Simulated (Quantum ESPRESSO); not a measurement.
Crystal: Te2Mo.

```
CELL_PARAMETERS angstrom
3.51820 0.00000 0.00000
-1.75910 3.04685 0.00000
0.00000 0.00000 13.97360
ATOMIC_POSITIONS crystal
Te 0.66667 0.33333 0.37900
Te 0.33333 0.66667 0.62100
Te 0.33333 0.66667 0.87900
Te 0.66667 0.33333 0.12100
Mo 0.66667 0.33333 0.75000
Mo 0.33333 0.66667 0.25000
```

```yaml
Program: Quantum ESPRESSO 7.5
Task: relaxation of cell and atoms
Functional: BP86
Dispersion: D4
Potentials_or_basis: PseudoDojo 0.4.1 SR PBE standard
Cutoff: 1088 eV
Density_cutoff: 4354 eV
k_mesh: 6 × 6 × 1
Occupations: fermi-dirac, width 0.05 eV
Spin: no spin polarisation
```

At the start: pressure -1.4 GPa; volume 24.96 Å³/atom.

Problem. How do energy, volume and symmetry change on relaxing?

Solution. Over 8 steps the energy falls by 10.3 meV/atom and the volume is 23.75 Å³/atom (-4.9 %); space group P6_3/mmc (No. 194, to 0.05 Å).

Step by step:
```
step  energy change (eV)  largest force (eV/Å)  pressure (GPa)  volume (Å³)
   1              0.0000                0.1987           -1.42       149.79
   2             -0.0042                0.1771           -1.44       149.55
   3             -0.0435                0.1559           -1.19       144.90
   4             -0.0467                0.1257           -0.90       144.41
   5             -0.0531                0.0420            0.30       142.87
   6             -0.0537                0.0471            0.32       142.83
   7             -0.0616                0.0480            0.32       142.29
   8             -0.0621                0.0162            0.09       142.50
```

Final structure:
```
CELL_PARAMETERS angstrom
3.48614 0.00000 0.00000
-1.74307 3.01909 0.00000
0.00000 0.00000 13.53956
ATOMIC_POSITIONS crystal
Te 0.66667 0.33333 0.38402
Te 0.33333 0.66667 0.61598
Te 0.33333 0.66667 0.88402
Te 0.66667 0.33333 0.11598
Mo 0.66667 0.33333 0.75000
Mo 0.33333 0.66667 0.25000
```

Caveat: the k mesh is coarse (spacing up to 0.45 Å⁻¹), so the values aren't converged; the potentials were made for another functional, which shifts forces and pressure.
